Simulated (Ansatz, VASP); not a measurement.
## Two plane-wave programs on Ca

```xyz
1
Lattice="0.0000 2.7627 2.7627 2.7627 0.0000 2.7627 2.7627 2.7627 0.0000" Properties=species:S:1:pos:R:3 pbc="T T T"
Ca    0.0000    0.0000    0.0000
```

Alike in both runs: task single point; functional PBE; k mesh 4 × 4 × 4; occupations fermi-dirac, width 0.1 eV; no spin polarisation.

|  | VASP | Ansatz |
| --- | --- | --- |
| version | VASP 6.6.1 | Ansatz 0.2.0 |
| potentials or method | VASP PAW PBE potentials, release 64 (Ca_sv) | plane waves (420 eV) with PAW, scalar-relativistic |
| plane-wave cutoff (eV) | 520 | 420 |
| valence electrons in the cell | 10 | 10 |

```csv
,VASP,Ansatz,Ansatz less VASP
pressure (GPa),0.2,0.2,-0.02
```

Caveats: the k mesh is coarse (spacing up to 0.49 Å⁻¹), so the values aren't converged.
